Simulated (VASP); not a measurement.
# ZrS2 (P-3m1) in VASP: band structure with PBE+D3(BJ)

Aim: the band structure of ZrS2 with PBE+D3(BJ).

All numbers are computed with VASP 6.6.1; they aren't measurements. Logs are shortened: lines on timing, memory, paths and dates and some standing lists are left out, and cuts for length are marked.

**What was measured.**

“Stress-Tuned Optical Transitions in Layered 1T-MX2 (M= Hf, Zr, Sn; X= S, Se) Crystals”, 2022, arxiv:2210.12074 quotes, for a bulk crystal of ZrS2: band gap 1.68 eV (indirect).

The runs below are set against these values where they give the same quantity.

### 1 The crystal as given

The structure is trigonal, space group P-3m1 (No. 164). The conventional cell has a = 3.634 Å, b = 3.634 Å, c = 5.724 Å, α = 90.00°, β = 90.00°, γ = 120.00°. Zr (site symmetry -3m) has 6 S at 2.56 Å as nearest neighbours. Around S (site symmetry 3m) lie 3 Zr at 2.56 Å.

The cell is a database's computed one.

### 2 Band structure, PBE+D3(BJ)

File INCAR:

```
SYSTEM = ZrS2
PREC = Accurate
ENCUT = 520
EDIFF = 1E-6
ISMEAR = 0
SIGMA = 0.03
LREAL = .FALSE.
LASPH = .TRUE.
NELM = 80
ALGO = Normal
ISIF = 2
LWAVE = .FALSE.
LCHARG = .FALSE.
LMAXMIX = 4
GGA = PE
IVDW = 12
NBANDS = 19
ICORELEVEL = 1
```

File KPOINTS:

```
Automatic mesh
0
G
  9 9 5
  0 0 0
```

File POSCAR:

```
ZrS2                                    
1.0
    3.6341384500     -0.0000000001     -0.0000000000
   -1.8170692202      3.1472562155     -0.0000000000
   -0.0000000000      0.0000000000      5.7239644351
  Zr              S             
     1     2
Direct
     0.0000000000000000    1.0000000000000000    1.0000000000000000
     0.6666666699999979    0.3333333300000021    0.7447833640796309
     0.3333333300000021    0.6666666699999979    0.2552166359203691
```

File KPOINTS_OPT:

```
explicit points
141
Reciprocal
 0.0000000000  0.0000000000  0.0000000000 1
 0.0357142857  0.0000000000  0.0000000000 1
 0.0714285714  0.0000000000  0.0000000000 1
 0.1071428571  0.0000000000  0.0000000000 1
 0.1428571429  0.0000000000  0.0000000000 1
 0.1785714286  0.0000000000  0.0000000000 1
[... 133 lines left out ...]
 0.5000000000  0.0000000000  0.5000000000 1
 0.5000000000  0.0000000000  0.0000000000 1
```

Potentials or basis: VASP PAW PBE potentials, release 64 (Zr_sv, S).

On the command line:

```console
$ cat potpaw_PBE.64/Zr_sv/POTCAR potpaw_PBE.64/S/POTCAR > POTCAR
$ mpirun -np 1 vasp_std > vasp.out
```

OUTCAR:

```text
SYSTEM = ZrS2
   PREC = Accurate
   ENCUT = 520
   EDIFF = 1E-6
   ISMEAR = 0
   LREAL = .FALSE.
   LASPH = .TRUE.
   NELM = 80
   ISIF = 2
   GGA = PE
   IVDW = 12
 IVDW          = 12

 ion  position               nearest neighbor table
   1  0.000  0.000  0.000-   2 2.56   3 2.56   3 2.56   2 2.56   2 2.56   3 2.56
   2  0.667  0.333  0.745-   1 2.56   1 2.56   1 2.56
   3  0.333  0.667  0.255-   1 2.56   1 2.56   1 2.56

  LATTYP: Found a hexagonal cell.
 ALAT       =     3.6341384500
 C/A-ratio  =     1.5750540366

  Lattice vectors:

 A1 = (   3.6341384500,  -0.0000000001,   0.0000000000)
 A2 = (  -1.8170692202,   3.1472562155,   0.0000000000)
 A3 = (   0.0000000000,   0.0000000000,   5.7239644351)

Analysis of symmetry for initial positions (statically):
=====================================================================
 Subroutine PRICEL returns:
 Original cell was already a primitive cell.

 Routine SETGRP: Setting up the symmetry group for a
 hexagonal supercell.

 Subroutine GETGRP returns: Found 12 space group operations
 (whereof 12 operations were pure point group operations)
 out of a pool of 24 trial point group operations.

The static configuration has the point symmetry D_3d.

Analysis of symmetry for dynamics (positions and initial velocities):
=====================================================================
 Subroutine PRICEL returns:
 Original cell was already a primitive cell.

 Routine SETGRP: Setting up the symmetry group for a
 hexagonal supercell.

 Subroutine GETGRP returns: Found 12 space group operations
 (whereof 12 operations were pure point group operations)
 out of a pool of 24 trial point group operations.

The dynamic configuration has the point symmetry D_3d.

 Subroutine INISYM returns: Found 12 space group operations
 (whereof 12 operations are pure point group operations),
 and found     1 'primitive' translations

----------------------------------------------------------------------------------------

                                     Primitive cell

  volume of cell :      65.4682

  direct lattice vectors                    reciprocal lattice vectors
     3.634138450 -0.000000000  0.000000000     0.275168383  0.158868540  0.000000000
    -1.817069220  3.147256216  0.000000000     0.000000000  0.317737080  0.000000000
     0.000000000  0.000000000  5.723964435     0.000000000  0.000000000  0.174704090

  length of vectors
     3.634138450  3.634138445  5.723964435     0.317737080  0.317737080  0.174704090

  position of ions in fractional coordinates (direct lattice)
     0.000000000  0.000000000  0.000000000
     0.666666670  0.333333330  0.744783364
     0.333333330  0.666666670  0.255216636

  ion indices of the primitive-cell ions
   primitive index   ion index
                 1           1
                 2           2
                 3           3

----------------------------------------------------------------------------------------

 KPOINTS: Automatic mesh

Automatic generation of k-mesh.
 Grid dimensions read from file:
 generate k-points for:    9    9    5

 Generating k-lattice:

  Cartesian coordinates                     Fractional coordinates (reciprocal lattice)
     0.030574265  0.017652060  0.000000000     0.111111111 -0.000000000  0.000000000
     0.000000000  0.035304120  0.000000000     0.000000000  0.111111111  0.000000000
     0.000000000  0.000000000  0.034940818     0.000000000  0.000000000  0.200000000

  Length of vectors
     0.035304120  0.035304120  0.034940818

  Shift w.r.t. Gamma in fractional coordinates (k-lattice)
     0.000000000  0.000000000  0.000000000

 Subroutine IBZKPT returns following result:
 ===========================================

 Found     50 irreducible k-points:

 Following reciprocal coordinates:
            Coordinates               Weight
  0.000000  0.000000  0.000000      1.000000
  0.111111  0.000000  0.000000      6.000000
  0.222222  0.000000  0.000000      6.000000
  0.333333  0.000000  0.000000      6.000000
  0.444444  0.000000  0.000000      6.000000
  0.111111  0.111111  0.000000      6.000000
[... 16 lines left out ...]
  0.222222  0.111111  0.200000     12.000000
 -0.111111  0.333333  0.200000     12.000000
 [... further k-points ...]
   k-points           NKPTS =     50   k-points in BZ     NKDIM =     50   number of bands    NBANDS=     19
   number of dos      NEDOS =    301   number of ions     NIONS =      3
   total plane-waves  NPLWV =  37632
   dimension x,y,z NGX =    28 NGY =   28 NGZ =   48
   dimension x,y,z NGXF=    56 NGYF=   56 NGZF=   96
   ions per type =               1   2
   NGX,Y,Z   is equivalent  to a cutoff of  12.81, 12.81, 13.94 a.u.
   NGXF,Y,Z  is equivalent  to a cutoff of  25.62, 25.62, 27.88 a.u.
 SYSTEM =  ZrS2
   PREC   = accura    normal or accurate (medium, high low for compatibility)
   ISTART =      0    job   : 0-new  1-cont  2-samecut
   ICHARG =      2    charge: 1-file 2-atom 10-const
   ISPIN  =      1    spin polarized calculation?
   LNONCOLLINEAR =      F non collinear calculations
   LSORBIT =      F    spin-orbit coupling
   LASPH  =      T    aspherical Exc in radial PAW
   ENCUT  =  520.0 eV  38.22 Ry    6.18 a.u.   6.76  6.76 10.64*2*pi/ulx,y,z
   NELM   =     80;   NELMIN=  2; NELMDL= -5     # of ELM steps
   EDIFF  = 0.1E-05   stopping-criterion for ELM
   LREAL  =      F    real-space projection
   EDIFFG = 0.1E-04   stopping-criterion for IOM
   NSW    =      0    number of steps for IOM
   IBRION =     -1    ionic relax: 0-MD 1-quasi-New 2-CG
   NFREE  =      0    steps in history (QN), initial steepest desc. (CG)
   ISIF   =      2    stress and relaxation
   ISYM   =      2    0-nonsym 1-usesym 2-fastsym
   POTIM  = 0.5000    time-step for ionic-motion
   TEBEG  =    0.0;   TEEND  =   0.0 temperature during run
   PSTRESS=    0.0 pullay stress
   NELECT =      24.0000    total number of electrons
   NUPDOWN=      -1.0000    fix difference up-down
   EMIN   =  10.00;   EMAX   =-10.00  energy-range for DOS
   EFERMI =   0.00;   METHOD = LEGACY
   ISMEAR =     0;   SIGMA  =   0.03  broadening in eV -4-tet -1-fermi 0-gaus
   EFERMI_NEDOS =   21; number of points for ismear=-14 and -15
   IALGO  =     38    algorithm
   IMIX   =      4    mixing-type and parameters
     AMIX     =   0.40;   BMIX     =  1.00
     AMIX_MAG =   1.60;   BMIX_MAG =  1.00
  volume/ion in A,a.u.               =      21.82       147.27
  Fermi-wavevector in a.u.,A,eV,Ry     =   1.171660  2.214117 18.677915  1.372788
  Thomas-Fermi vector in A             =   2.308101
   LORBIT       =      0    0 simple, 1 ext, 2 COOP (PROOUT), +10 PAW based schemes
   GGA     = PE    functional components
   LHFCALC =     F    Hartree Fock is set to
   AEXX    =    0.0000 exact exchange contribution
   IVDW    =    12    specifies the selected vdW correction
   LEPSILON=     F    determine dielectric tensor
   LRPA    =     F    only Hartree local field effects (RPA)
 non-spin polarized calculation
 Gauss-broadening in eV      SIGMA  =   0.03
  energy-cutoff  :      520.00
  volume of cell :       65.47
 maximum number of plane-waves:      1785
 NGX is ok and might be reduce to    28
   NGX = 13   NGY = 13   NGZ = 21

 number of electron      24.0000003 magnetization

 Free energy of the ion-electron system (eV)
  ---------------------------------------------------
  ext. energy  EPLUGINS =         0.00000000
  ---------------------------------------------------
  free energy    TOTEN  =       -21.36698217 eV

  energy without entropy =      -21.36698217  energy(sigma->0) =      -21.36698217

 the core state eigenenergies are
   1-  1s -17811.4447  2s  -2458.7713  2p  -2191.2702  3s   -394.0440  3p   -306.9278
       3d   -164.0372
   2-  1s  -2393.1812  2s   -199.3508  2p   -144.1145
   3-  1s  -2393.1812  2s   -199.3508  2p   -144.1145

 E-fermi :   5.3893     XC(G=0):  -9.8198

 val. band max:        5.2622558132   @ k =   0.0000   0.0000   0.0000
 cond. band min:       5.9629668753   @ k =   0.0000   0.4444   0.4000
 fundamental gap:      0.7007110622
 Fermi energy:         5.3892879509

 k-point     1 :       0.0000    0.0000    0.0000
  band No.  band energies     occupation
      1     -43.8413      2.00000
      2     -21.9185      2.00000
      3     -21.7525      2.00000
      4     -21.7525      2.00000
      5      -7.7453      2.00000
      6      -6.1214      2.00000
[... 11 lines left out ...]
     18      10.8321      0.00000
     19      11.1310      0.00000

 k-point     2 :       0.1111    0.0000    0.0000
  band No.  band energies     occupation
      1     -43.8387      2.00000
      2     -21.9110      2.00000
      3     -21.7871      2.00000
      4     -21.7599      2.00000
      5      -7.6136      2.00000
      6      -6.1578      2.00000
[... 11 lines left out ...]
     18      11.6180      0.00000
     19      11.8366      0.00000

 k-point     3 :       0.2222    0.0000    0.0000
  band No.  band energies     occupation
      1     -43.8323      2.00000
      2     -21.8933      2.00000
      3     -21.8721      2.00000
      4     -21.7785      2.00000
      5      -7.2650      2.00000
      6      -6.2460      2.00000
[... 11 lines left out ...]
     18      12.6362      0.00000
     19      13.2732      0.00000

 k-point     4 :       0.3333    0.0000    0.0000
  band No.  band energies     occupation
      1     -43.8251      2.00000
      2     -21.9701      2.00000
      3     -21.8694      2.00000
      4     -21.7996      2.00000
      5      -6.8523      2.00000
      6      -6.3169      2.00000
[... 168 lines left out ...]
 k-point    12 :       0.3333    0.3333    0.0000
  band No.  band energies     occupation
      1     -43.8170      2.00000
      2     -21.9500      2.00000
      3     -21.9500      2.00000
      4     -21.8460      2.00000
      5      -6.3520      2.00000
      6      -6.3520      2.00000
[... 11 lines left out ...]
     18      12.7639      0.00000
     19      14.8889      0.00000

 k-point    13 :       0.0000    0.0000    0.2000
  band No.  band energies     occupation
      1     -43.8412      2.00000
      2     -21.9188      2.00000
      3     -21.7525      2.00000
      4     -21.7525      2.00000
      5      -7.6468      2.00000
      6      -6.2856      2.00000
[... 11 lines left out ...]
     18      11.0092      0.00000
     19      11.6593      0.00000

 k-point    14 :       0.1111    0.0000    0.2000

------------------------ aborting loop because EDIFF is reached ----------------------------------------

 Edisp (eV)   -1.08967

 E8    (eV) :    -0.4628

  FORCE on cell =-STRESS in cart. coord.  units (eV):
  Direction    XX          YY          ZZ          XY          YZ          ZX
  --------------------------------------------------------------------------------------
  -------------------------------------------------------------------------------------
  Total      -0.00490    -0.00490    -0.01374    -0.00000     0.00000     0.00000
  in kB      -0.11989    -0.11989    -0.33634    -0.00000     0.00000     0.00000
  external pressure =       -0.19 kB  Pullay stress =        0.00 kB

 VOLUME and BASIS-vectors are now :
 -----------------------------------------------------------------------------
  energy-cutoff  :      520.00
  volume of cell :       65.47
      direct lattice vectors                 reciprocal lattice vectors
     3.634138450 -0.000000000  0.000000000     0.275168383  0.158868540  0.000000000
    -1.817069220  3.147256216  0.000000000     0.000000000  0.317737080  0.000000000
     0.000000000  0.000000000  5.723964435     0.000000000  0.000000000  0.174704090

 POSITION                                       TOTAL-FORCE (eV/Angst)
 -----------------------------------------------------------------------------------
      0.00000      0.00000      0.00000        -0.000000      0.000000      0.000000
      1.81707      1.04909      4.26311         0.000000      0.000000     -0.006408
     -0.00000      2.09817      1.46085         0.000000     -0.000000      0.006408
 -----------------------------------------------------------------------------------
    total drift:                                0.000000      0.000000     -0.000000

  FREE ENERGIE OF THE ION-ELECTRON SYSTEM (eV)
  ---------------------------------------------------
  free  energy   TOTEN  =       -22.4566542168 eV

  energy  without entropy=      -22.4566542168  energy(sigma->0) =      -22.45665422
```

Wall time 56 s (1 thread of Intel Xeon 6975P-C (Granite Rapids), shared host); peak memory 0.24 GiB.

What came out:

| Quantity | Value |
| --- | --- |
| Free energy | -22.4567 eV |
| Pressure | 0.0 GPa |
| Largest force | 0.006 eV/Å |
| Band gap on the k mesh | 0.70 eV, indirect (least direct gap 1.42 eV) |
| Band gap along the path | 0.66 eV, indirect (least direct gap 1.42 eV) |
| Dispersion energy per atom | -0.363 eV |

Forces in eV/Å, atoms in the order of the input:
```
Zr   0.000  0.000  0.000
S    0.000  0.000 -0.006
S    0.000  0.000  0.006
```

Levels at the corners of the path, in eV from the valence-band top:
```
point  band 9  band 10  band 11  band 12  band 13  band 14  band 15  band 16
    Γ   -2.96    -0.23    -0.23     0.00     1.42     1.42     2.12     4.65
    M   -2.75    -2.64    -2.17    -1.45     0.86     3.21     3.54     5.66
    M   -2.75    -2.64    -2.17    -1.45     0.86     3.21     3.54     5.66
    K   -3.64    -2.31    -2.31    -1.57     2.11     3.08     3.08     4.86
    K   -3.64    -2.31    -2.31    -1.57     2.11     3.08     3.08     4.86
    Γ   -2.96    -0.23    -0.23     0.00     1.42     1.42     2.12     4.65
    Γ   -2.96    -0.23    -0.23     0.00     1.42     1.42     2.12     4.65
    A   -2.90    -2.14    -0.44    -0.44     1.37     1.37     2.52     5.18
    A   -2.90    -2.14    -0.44    -0.44     1.37     1.37     2.52     5.18
    L   -2.87    -2.52    -1.06    -0.86     0.66     3.19     3.53     4.99
    L   -2.87    -2.52    -1.06    -0.86     0.66     3.19     3.53     4.99
    H   -3.22    -2.34    -1.99    -1.99     2.24     2.68     2.68     5.60
    H   -3.22    -2.34    -1.99    -1.99     2.24     2.68     2.68     5.60
    A   -2.90    -2.14    -0.44    -0.44     1.37     1.37     2.52     5.18
    L   -2.87    -2.52    -1.06    -0.86     0.66     3.19     3.53     4.99
    M   -2.75    -2.64    -2.17    -1.45     0.86     3.21     3.54     5.66
    K   -3.64    -2.31    -2.31    -1.57     2.11     3.08     3.08     4.86
    H   -3.22    -2.34    -1.99    -1.99     2.24     2.68     2.68     5.60
```

Core levels (eV, on the scale of the bands):
```csv
atom,levels
1 Zr,"1s -17811.4, 2s -2458.8, 2p -2191.3, 3s -394.0, 3p -306.9, 3d -164.0"
2 S,"1s -2393.2, 2s -199.4, 2p -144.1"
3 S,"1s -2393.2, 2s -199.4, 2p -144.1"
```

### 3 How close it comes

Step 2. Measured gap of ZrS2: 1.68 eV (indirect; quoted in “Stress-Tuned Optical Transitions in Layered 1T-MX2 (M= Hf, Zr, Sn; X= S, Se) Crystals”, 2022, arxiv:2210.12074). This calculation gives 0.66 eV (-1.02 eV). So large a miss can be the level of theory's own, or it may mean another phase, state or a wrong row. Spin-orbit coupling on Zr is left out. The value is that of PBE+D3(BJ), without temperature or zero-point motion. Semilocal functionals fall short of measured gaps as a rule. The cell is a database's relaxed one, not the measured one, which moves gaps too.
